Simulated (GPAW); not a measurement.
# AlRu (Pm-3m) in GPAW: a series of runs, part 2 of 2

GPAW 26.7.0. The steps go on from the part before.

## 5. Relaxation of cell and atoms, RPBE

File run.py:

```python
from ase.filters import FrechetCellFilter
from ase.io import read, write
from ase.optimize import LBFGS
from gpaw import GPAW, PW

atoms = read('AlRu.xyz')

calc = GPAW(mode=PW(600),
            xc='RPBE',
            kpts={'size': (9, 9, 9), 'gamma': True},
            occupations={'name': 'fermi-dirac', 'width': 0.05},
            nbands=20,
            convergence={'density': 1e-05, 'forces': 0.0001},
            maxiter=150,
            txt='gpaw.txt')
atoms.calc = calc
opt = LBFGS(FrechetCellFilter(atoms), trajectory='relax.traj', logfile='-')
done = opt.run(fmax=0.02, steps=100)
calc.write('gs.gpw')
write('result.traj', atoms)
print('Converged:', done)
print('Cell:', atoms.cell.cellpar().round(4))
print('Volume:', round(atoms.get_volume(), 4))
print(atoms.get_scaled_positions().round(5))
```

File AlRu.xyz:

```xyz
2
Lattice="2.9916000000 0.0000000000 0.0000000000 0.0000000000 2.9916000000 0.0000000000 0.0000000000 0.0000000000 2.9916000000" Properties=species:S:1:pos:R:3 pbc="T T T"
Ru     1.4958000000      1.4958000000      1.4958000000
Al     0.0000000000      0.0000000000      0.0000000000
```

Potentials or basis: the program's PAW data sets (release 1.2.1) made for this functional, pw.

Started as:

```
> OMP_NUM_THREADS=1 python run.py
```

gpaw.txt:

```text
__  _  _
 | _ |_)|_||  |
 |__||  | ||/\| - 26.7.0

Input parameters:
  mode=PW(ecut=600.0),
  convergence={'density': 1e-05, 'forces': 0.0001},
  kpts=MonkhorstPack(size=(9, 9, 9), gamma=True),
  maxiter=150,
  nbands=20,
  occupations=Occupations(name='fermi-dirac', width=0.05),
  xc=XC(name='RPBE')

Diagonalizing LCAO Hamiltonian
Converting LCAO to pw mode
   .------.
  /|      |
 * |      |
 | |  Ru  |
 | .------.
 |/      /
 Al-----*

Atoms  # Å, Bohr magnetons
|   | symbol |        x |        y |        z |    initial magnetic moments |
|---|--------|----------|----------|----------|-----------------------------|
| 0 |     Ru | 1.495800 | 1.495800 | 1.495800 | ( 0.0000,  0.0000,  0.0000) |
| 1 |     Al | 0.000000 | 0.000000 | 0.000000 | ( 0.0000,  0.0000,  0.0000) |

Unit cell  # Å
| periodic |        x |        y |        z |  lengths |    angles |
|----------|----------|----------|----------|----------|-----------|
|      yes | 2.991600 | 0.000000 | 0.000000 | 2.991600 | 90.000000 |
|      yes | 0.000000 | 2.991600 | 0.000000 | 2.991600 | 90.000000 |
|      yes | 0.000000 | 0.000000 | 2.991600 | 2.991600 | 90.000000 |

Number of symmetries: 48
Symmetry operations  # r_c * U_cc + t_c -> r_c
|    | kind |            matrix            |
|----|------|------------------------------|
|  0 |  E   |  1, 0, 0,  0, 1, 0,  0, 0, 1 |
|  1 |  σ   |  1, 0, 0,  0, 1, 0,  0, 0,-1 |
|  2 |  σ   |  1, 0, 0,  0, 0, 1,  0, 1, 0 |
|  3 |  C4  |  1, 0, 0,  0, 0, 1,  0,-1, 0 |
|  4 |  C4  |  1, 0, 0,  0, 0,-1,  0, 1, 0 |
|  5 |  σ   |  1, 0, 0,  0, 0,-1,  0,-1, 0 |
|  6 |  σ   |  1, 0, 0,  0,-1, 0,  0, 0, 1 |
|  7 |  C2  |  1, 0, 0,  0,-1, 0,  0, 0,-1 |
|  8 |  σ   |  0, 1, 0,  1, 0, 0,  0, 0, 1 |
|  9 |  C2  |  0, 1, 0,  1, 0, 0,  0, 0,-1 |
| 10 |  C3  |  0, 1, 0,  0, 0, 1,  1, 0, 0 |
| 11 |  S6  |  0, 1, 0,  0, 0, 1, -1, 0, 0 |
[... 224 lines left out ...]
No gap
No difference between direct/indirect transitions

Stress tensor  # eV/Ang^3
|         x |         y |         z |
|-----------|-----------|-----------|
| -0.043179 | -0.000000 |  0.000000 |
| -0.000000 | -0.043179 |  0.000000 |
|  0.000000 |  0.000000 | -0.043179 |

Forces  # eV/Ang
|        x |        y |        z |
|----------|----------|----------|
| -0.00000 | -0.00000 | -0.00000 |  # Ru   0
|  0.00000 |  0.00000 |  0.00000 |  # Al   1

Interpolating wave functions to new cell

            Ru

       Al

Atoms  # Å, Bohr magnetons
|   | symbol |        x |        y |        z |    initial magnetic moments |
|---|--------|----------|----------|----------|-----------------------------|
| 0 |     Ru | 1.501989 | 1.501989 | 1.501989 | ( 0.0000,  0.0000,  0.0000) |
| 1 |     Al | 0.000000 | 0.000000 | 0.000000 | ( 0.0000,  0.0000,  0.0000) |

Unit cell  # Å
| periodic |        x |        y |        z |  lengths |    angles |
|----------|----------|----------|----------|----------|-----------|
|      yes | 3.003977 | 0.000000 | 0.000000 | 3.003977 | 90.000000 |
|      yes | 0.000000 | 3.003977 | 0.000000 | 3.003977 | 90.000000 |
|      yes | 0.000000 | 0.000000 | 3.003977 | 3.003977 | 90.000000 |

Number of symmetries: 48
Symmetry operations  # r_c * U_cc + t_c -> r_c
|    | kind |            matrix            |
|----|------|------------------------------|
|  0 |  E   |  1, 0, 0,  0, 1, 0,  0, 0, 1 |
|  1 |  σ   |  1, 0, 0,  0, 1, 0,  0, 0,-1 |
|  2 |  σ   |  1, 0, 0,  0, 0, 1,  0, 1, 0 |
|  3 |  C4  |  1, 0, 0,  0, 0, 1,  0,-1, 0 |
|  4 |  C4  |  1, 0, 0,  0, 0,-1,  0, 1, 0 |
|  5 |  σ   |  1, 0, 0,  0, 0,-1,  0,-1, 0 |
|  6 |  σ   |  1, 0, 0,  0,-1, 0,  0, 0, 1 |
|  7 |  C2  |  1, 0, 0,  0,-1, 0,  0, 0,-1 |
|  8 |  σ   |  0, 1, 0,  1, 0, 0,  0, 0, 1 |
|  9 |  C2  |  0, 1, 0,  1, 0, 0,  0, 0,-1 |
| 10 |  C3  |  0, 1, 0,  0, 0, 1,  1, 0, 0 |
| 11 |  S6  |  0, 1, 0,  0, 0, 1, -1, 0, 0 |
[... 223 lines left out ...]
No gap
No difference between direct/indirect transitions

Stress tensor  # eV/Ang^3
|         x |         y |         z |
|-----------|-----------|-----------|
| -0.026368 | -0.000000 |  0.000000 |
| -0.000000 | -0.026368 |  0.000000 |
|  0.000000 |  0.000000 | -0.026368 |

Forces  # eV/Ang
|       x |       y |       z |
|---------|---------|---------|
| 0.00000 | 0.00000 | 0.00000 |  # Ru   0
| 0.00000 | 0.00000 | 0.00000 |  # Al   1

Interpolating wave functions to new cell

            Ru

       Al

Atoms  # Å, Bohr magnetons
|   | symbol |        x |        y |        z |    initial magnetic moments |
|---|--------|----------|----------|----------|-----------------------------|
| 0 |     Ru | 1.512067 | 1.512067 | 1.512067 | ( 0.0000,  0.0000,  0.0000) |
| 1 |     Al | 0.000000 | 0.000000 | 0.000000 | ( 0.0000,  0.0000,  0.0000) |

Unit cell  # Å
| periodic |        x |        y |        z |  lengths |    angles |
|----------|----------|----------|----------|----------|-----------|
|      yes | 3.024133 | 0.000000 | 0.000000 | 3.024133 | 90.000000 |
|      yes | 0.000000 | 3.024133 | 0.000000 | 3.024133 | 90.000000 |
|      yes | 0.000000 | 0.000000 | 3.024133 | 3.024133 | 90.000000 |

Number of symmetries: 48
Symmetry operations  # r_c * U_cc + t_c -> r_c
|    | kind |            matrix            |
|----|------|------------------------------|
|  0 |  E   |  1, 0, 0,  0, 1, 0,  0, 0, 1 |
|  1 |  σ   |  1, 0, 0,  0, 1, 0,  0, 0,-1 |
|  2 |  σ   |  1, 0, 0,  0, 0, 1,  0, 1, 0 |
|  3 |  C4  |  1, 0, 0,  0, 0, 1,  0,-1, 0 |
|  4 |  C4  |  1, 0, 0,  0, 0,-1,  0, 1, 0 |
|  5 |  σ   |  1, 0, 0,  0, 0,-1,  0,-1, 0 |
|  6 |  σ   |  1, 0, 0,  0,-1, 0,  0, 0, 1 |
|  7 |  C2  |  1, 0, 0,  0,-1, 0,  0, 0,-1 |
|  8 |  σ   |  0, 1, 0,  1, 0, 0,  0, 0, 1 |
|  9 |  C2  |  0, 1, 0,  1, 0, 0,  0, 0,-1 |
| 10 |  C3  |  0, 1, 0,  0, 0, 1,  1, 0, 0 |
| 11 |  S6  |  0, 1, 0,  0, 0, 1, -1, 0, 0 |
[... 223 lines left out ...]
No gap
No difference between direct/indirect transitions

Stress tensor  # eV/Ang^3
|         x |         y |         z |
|-----------|-----------|-----------|
| -0.000990 |  0.000000 |  0.000000 |
|  0.000000 | -0.000990 |  0.000000 |
|  0.000000 |  0.000000 | -0.000990 |

Forces  # eV/Ang
|       x |       y |        z |
|---------|---------|----------|
| 0.00000 | 0.00000 | -0.00000 |  # Ru   0
| 0.00000 | 0.00000 | -0.00000 |  # Al   1

# Writing to gs.gpw (mode='')
```

stdout:

```text
Step          Energy          fmax
LBFGS:    0      -13.516436        0.578037
LBFGS:    1      -13.528275        0.357385
LBFGS:    2      -13.536099        0.013687
Converged: True
Cell: [ 3.0241  3.0241  3.0241 90.     90.     90.    ]
Volume: 27.6569
[[0.5 0.5 0.5]
 [0.  0.  0. ]]
```

It took 41 s on 1 thread of Arm Neoverse V1, shared host; peak memory 0.17 GiB.

Results:

- Free energy: -13.5361 eV
- Relaxed volume: 13.83 Å³/atom
- Relaxed cell: a = 3.024 Å, b = 3.024 Å, c = 3.024 Å, α = 90.00°, β = 90.00°, γ = 90.00°
- Space group after relaxing (to 0.05 Å): Pm-3m (No. 221)
- Energy gained by relaxing: 9.6 meV/atom
- Ionic steps: 3
- Pressure after relaxing: 0.2 GPa
- Band gap on the k mesh: none (metal or under the smearing width)

Step by step:
```tsv
step	energy change (eV)	largest force (eV/Å)	pressure (GPa)	volume (Å³)
1	0.0000	0.0000	6.92	26.77
2	-0.0117	0.0000	4.22	27.11
3	-0.0193	0.0000	0.16	27.66
```

Final structure:
```cif
data_structure
_symmetry_space_group_name_H-M 'P 1'
_symmetry_Int_Tables_number 1
_cell_length_a 3.0241
_cell_length_b 3.0241
_cell_length_c 3.0241
_cell_angle_alpha 90.000
_cell_angle_beta 90.000
_cell_angle_gamma 90.000
_cell_volume 27.66
loop_
_atom_site_label
_atom_site_type_symbol
_atom_site_fract_x
_atom_site_fract_y
_atom_site_fract_z
_atom_site_occupancy
Ru1 Ru 0.50000 0.50000 0.50000 1
Al1 Al 0.00000 0.00000 0.00000 1
```

Levels at points of the mesh, in eV from the Fermi level:
| k point | band 8 | band 9 | band 10 | band 11 | band 12 | band 13 |
| --- | --- | --- | --- | --- | --- | --- |
| (0.00, 0.00, 0.00) | 0.22 | 0.22 | 0.22 | 6.05 | 6.05 | 6.05 |

Caveat: later steps reuse the first step's grids. Zero-point motion and thermal expansion aren't in these numbers.

## 6. Relaxation of cell and atoms, revPBE

Edit run.py of step 5 so:

```diff
@@ -2,3 +2,3 @@
 from ase.io import read, write
-from ase.optimize import LBFGS
+from ase.optimize import BFGS
 from gpaw import GPAW, PW
@@ -8,3 +8,3 @@
 calc = GPAW(mode=PW(600),
-            xc='RPBE',
+            xc='revPBE',
             kpts={'size': (9, 9, 9), 'gamma': True},
@@ -16,4 +16,4 @@
 atoms.calc = calc
-opt = LBFGS(FrechetCellFilter(atoms), trajectory='relax.traj', logfile='-')
-done = opt.run(fmax=0.02, steps=100)
+opt = BFGS(FrechetCellFilter(atoms), trajectory='relax.traj', logfile='-')
+done = opt.run(fmax=0.02, steps=60)
 calc.write('gs.gpw')
```

AlRu.xyz is that of step 5.

Potentials or basis: the program's PAW data sets (release 1.2.1) made for this functional, pw.

Started as:

```
> OMP_NUM_THREADS=1 python run.py
```

gpaw.txt:

```text
__  _  _
 | _ |_)|_||  |
 |__||  | ||/\| - 26.7.0

Input parameters:
  mode=PW(ecut=600.0),
  convergence={'density': 1e-05, 'forces': 0.0001},
  kpts=MonkhorstPack(size=(9, 9, 9), gamma=True),
  maxiter=150,
  nbands=20,
  occupations=Occupations(name='fermi-dirac', width=0.05),
  xc=XC(name='revPBE')

Diagonalizing LCAO Hamiltonian
Converting LCAO to pw mode
   .------.
  /|      |
 * |      |
 | |  Ru  |
 | .------.
 |/      /
 Al-----*

Atoms  # Å, Bohr magnetons
|   | symbol |        x |        y |        z |    initial magnetic moments |
|---|--------|----------|----------|----------|-----------------------------|
| 0 |     Ru | 1.495800 | 1.495800 | 1.495800 | ( 0.0000,  0.0000,  0.0000) |
[... 543 lines left out ...]
       Al

Atoms  # Å, Bohr magnetons
|   | symbol |        x |         y |         z |    initial magnetic moments |
|---|--------|----------|-----------|-----------|-----------------------------|
| 0 |     Ru | 1.509837 |  1.509837 |  1.509837 | ( 0.0000,  0.0000,  0.0000) |
| 1 |     Al | 0.000000 | -0.000000 | -0.000000 | ( 0.0000,  0.0000,  0.0000) |

Unit cell  # Å
| periodic |        x |         y |         z |  lengths |    angles |
|----------|----------|-----------|-----------|----------|-----------|
|      yes | 3.019673 |  0.000000 | -0.000000 | 3.019673 | 90.000000 |
|      yes | 0.000000 |  3.019673 | -0.000000 | 3.019673 | 90.000000 |
|      yes | 0.000000 | -0.000000 |  3.019673 | 3.019673 | 90.000000 |

Number of symmetries: 48
Symmetry operations  # r_c * U_cc + t_c -> r_c
|    | kind |            matrix            |
|----|------|------------------------------|
|  0 |  E   |  1, 0, 0,  0, 1, 0,  0, 0, 1 |
|  1 |  σ   |  1, 0, 0,  0, 1, 0,  0, 0,-1 |
|  2 |  σ   |  1, 0, 0,  0, 0, 1,  0, 1, 0 |
|  3 |  C4  |  1, 0, 0,  0, 0, 1,  0,-1, 0 |
|  4 |  C4  |  1, 0, 0,  0, 0,-1,  0, 1, 0 |
|  5 |  σ   |  1, 0, 0,  0, 0,-1,  0,-1, 0 |
|  6 |  σ   |  1, 0, 0,  0,-1, 0,  0, 0, 1 |
|  7 |  C2  |  1, 0, 0,  0,-1, 0,  0, 0,-1 |
|  8 |  σ   |  0, 1, 0,  1, 0, 0,  0, 0, 1 |
[... 229 lines left out ...]
Stress tensor  # eV/Ang^3
|         x |         y |         z |
|-----------|-----------|-----------|
| -0.000746 | -0.000000 |  0.000000 |
| -0.000000 | -0.000746 |  0.000000 |
|  0.000000 |  0.000000 | -0.000746 |

Forces  # eV/Ang
|        x |       y |        z |
|----------|---------|----------|
| -0.00000 | 0.00000 | -0.00000 |  # Ru   0
|  0.00000 | 0.00000 | -0.00000 |  # Al   1

# Writing to gs.gpw (mode='')
```

stdout:

```text
Step          Energy          fmax
BFGS:    0      -13.697157        0.498687
BFGS:    1      -13.706005        0.308505
BFGS:    2      -13.711887        0.010277
Converged: True
Cell: [ 3.0197  3.0197  3.0197 90.     90.     90.    ]
Volume: 27.5347
[[0.5 0.5 0.5]
 [0.  0.  0. ]]
```

Wall time 42 s (1 thread of Arm Neoverse V1, shared host); peak memory 0.18 GiB.

What came out:

```yaml
Free_energy: -13.7119 eV
Relaxed_volume: 13.77 Å³/atom
Relaxed_cell: a = 3.020 Å, b = 3.020 Å, c = 3.020 Å, α = 90.00°, β = 90.00°, γ = 90.00°
Space_group_after_relaxing_to_0.05_Å: Pm-3m (No. 221)
Energy_gained_by_relaxing: 7.2 meV/atom
Ionic_steps: 3
Pressure_after_relaxing: 0.1 GPa
Band_gap_on_the_k_mesh: none (metal or under the smearing width)
```

The path:
| step | energy change (eV) | largest force (eV/Å) | pressure (GPa) | volume (Å³) |
| --- | --- | --- | --- | --- |
| 1 | 0.0000 | 0.0000 | 5.97 | 26.77 |
| 2 | -0.0087 | 0.0000 | 3.65 | 27.06 |
| 3 | -0.0144 | 0.0000 | 0.12 | 27.53 |

Final structure:
```xyz
2
Lattice="3.0197 0.0000 0.0000 0.0000 3.0197 0.0000 0.0000 0.0000 3.0197" Properties=species:S:1:pos:R:3 pbc="T T T"
Ru    1.5098    1.5098    1.5098
Al    0.0000    0.0000    0.0000
```

Levels at points of the mesh, in eV from the Fermi level:
| k point | band 6 | band 7 | band 8 | band 9 | band 10 | band 11 | band 12 | band 13 | band 14 | band 15 |
| --- | --- | --- | --- | --- | --- | --- | --- | --- | --- | --- |
| (0.00, 0.00, 0.00) | -3.33 | -3.33 | 0.23 | 0.23 | 0.23 | 6.06 | 6.06 | 6.06 | 10.83 | 10.83 |

Caveat: later steps reuse the first step's grids.

## 7. The runs side by side

| level | potentials or basis | optimizer | max steps | gap on the mesh (eV) | pressure (GPa) | relaxed volume (Å³/atom) |
| --- | --- | --- | --- | --- | --- | --- |
| PBE | GPAW PAW data sets (gpaw-data 1.2.1), pw | FIRE | 60 | none | -0.1 | 13.60 |
| LDA | the program's PAW data sets (release 1.2.1) made for this functional, pw | FIRE | 60 | none | 0.2 | 12.91 |
| PBEsol | PAW data sets generated in the run's folder for this functional, pw | BFGS | 100 | none | 0.0 | 13.22 |
| RPBE | the program's PAW data sets (release 1.2.1) made for this functional, pw | LBFGS | 100 | none | 0.2 | 13.83 |
| revPBE | the program's PAW data sets (release 1.2.1) made for this functional, pw | BFGS | 60 | none | 0.1 | 13.77 |

Alike in all rows: task relaxation of cell and atoms; no spin polarisation; cell relaxed; k mesh 9 × 9 × 9; cutoff (eV) 600; smearing fermi-dirac 0.05 eV.

Caveats: later steps reuse the first step's grids.

Absolute energies hang on the potentials; compare differences alone.
